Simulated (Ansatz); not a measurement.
## MgS under changes of volume

One of the cells (22.740 Å³/atom); the others are scaled copies at fixed shape and fractional positions:

```
CELL_PARAMETERS angstrom
0.00000 2.83312 2.83312
2.83312 0.00000 2.83312
2.83312 2.83312 0.00000
ATOMIC_POSITIONS crystal
S 0.25000 0.25000 0.25000
Mg 0.00000 0.00000 0.00000
```

The cell comes from a database or a generator and needn't be the stable form of this composition.

| Item | Value |
| --- | --- |
| Program | Ansatz 0.2.0 |
| Functional | BHLYP |
| Potentials or basis | Ansatz PAW |
| Cutoff | 420 eV (not typed: the program's choice for these potentials) |
| k mesh | 4 × 4 × 4 |
| Occupations | fixed |
| Spin | no spin polarisation |

```csv
volume (Å³/atom),energy over the lowest point (meV/atom),pressure (GPa),gap on the mesh (eV)
21.376,17.43,4.3,7.49
21.831,7.50,2.7,7.43
22.285,1.83,1.3,7.30
22.740,0.00,0.0,7.17
23.195,?,?,?
23.650,6.51,-2.2,6.93
24.105,14.16,-3.2,6.82
```

Task: What does the run at 23.195 Å³/atom give?

Result: Energy over the lowest point 1.67 meV/atom; pressure -1.2 GPa; gap on the mesh 7.05 eV.

Worked out: A Birch-Murnaghan fit of order 3 (a polynomial in V^(-2/3)) to the other rows has its minimum at 22.74 Å³/atom with B0 = V·E''(V) = 61 GPa and B' = 4.1. It gives 1.68 meV/atom at 23.195 Å³/atom, against the run's 1.67, and -dE/dV = -1.2 GPa, against -1.2. A parabola through the other rows of the gap, of slope -6.2 eV per unit of ln V there, gives 7.06 eV, against the run's 7.05.

Energies are extrapolated to zero smearing.

Caveats: all runs use coarse meshes; the PAW data sets come from PBE, with cores solved anew for the run's functional, which leaves a small shift of forces and pressure; the thresholds are loose for stress.

A mesh can miss the band edges.
